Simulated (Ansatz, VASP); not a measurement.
**Two plane-wave programs on MgO**

The input INCAR:

```
SYSTEM = MgO
  PREC = Accurate
  ENCUT = 520
  EDIFF = 1E-7
  ISMEAR = 0
  SIGMA = 0.05
  LREAL = .False.
  LASPH = .True.
  NELM = 80
  ALGO = Normal
  ISIF = 2
  LWAVE = .False.
  LCHARG = .True.
  GGA = PE
  LELF = .True.
  LVHAR = .True.
  NBANDS = 26
```

KPOINTS

```
Automatic mesh
0
Gamma
  9 9 2
  0 0 0
```

Contents of POSCAR:

```
MgO
1.0
    3.2805263433      0.0000000000      0.0000000000
   -1.6402631717      2.8410191511      0.0000000000
    0.0000000000      0.0000000000      9.9532000000
Mg O
4 4
Direct
    0.3333333333      0.6666666667      0.9694906392
    0.0000000000      0.0000000000      0.2208211786
    0.0000000000      0.0000000000      0.7208211786
    0.6666666667      0.3333333333      0.4694906392
    0.3333333333      0.6666666667      0.7800420079
    0.0000000000      0.0000000000      0.5296443544
    0.0000000000      0.0000000000      0.0296443544
    0.6666666667      0.3333333333      0.2800420079
```

Input for Ansatz:

```yaml
crystal:
  lattice:
    - [3.2805263433, 0.0, 0.0]
    - [-1.6402631717, 2.8410191511, 0.0]
    - [0.0, 0.0, 9.9532]
  atoms:
    - { symbol: Mg, position: [0.3333333333, 0.6666666667, 0.9694906392] }
    - { symbol: Mg, position: [0.0, 0.0, 0.2208211786] }
    - { symbol: Mg, position: [0.0, 0.0, 0.7208211786] }
    - { symbol: Mg, position: [0.6666666667, 0.3333333333, 0.4694906392] }
    - { symbol: O, position: [0.3333333333, 0.6666666667, 0.7800420079] }
    - { symbol: O, position: [0.0, 0.0, 0.5296443544] }
    - { symbol: O, position: [0.0, 0.0, 0.0296443544] }
    - { symbol: O, position: [0.6666666667, 0.3333333333, 0.2800420079] }
basis:
  ecutwfc: 520.0
kpoints:
  mp_grid: { grid: [9, 9, 2] }
hamiltonian:
  xc: pbe
  pseudopotentials: { kind: paw, azcp: { folder: soft_1 } }
scf:
  occupations: { method: gaussian, width: 0.05 }
output:
  forces: true
  stress: true
  eigenvalues: true
```

Alike in both runs: task single point; functional PBE; k mesh 9 × 9 × 2; occupations gaussian, width 0.05 eV; no spin polarisation.

|  | VASP | Ansatz |
| --- | --- | --- |
| version | VASP 6.6.1 | Ansatz 0.2.0 |
| potentials or method | VASP PAW PBE potentials, release 64 (Mg, O) | scalar-relativistic, plane waves, PAW |
| plane-wave cutoff (eV) | 520 | 520 |
| valence electrons in the cell | 32 | 64 |

```csv
,VASP,Ansatz,Ansatz less VASP
gap on the k mesh at the Fermi level (eV),3.62,3.64,+0.019
least direct gap on the mesh (eV),3.62,3.64,+0.019
pressure (GPa),7.0,7.3,+0.37
largest component of the traceless stress (GPa),9.73,9.57,-0.166
rms of the force components (eV/Å),0.420,0.415,-0.0055
```

Atom by atom the forces differ by 0.006 eV/Å (rms over components). With one functional, cell and mesh, what is left measures potentials, basis and numerics. The two sets of potentials don't hold the same shells in valence.
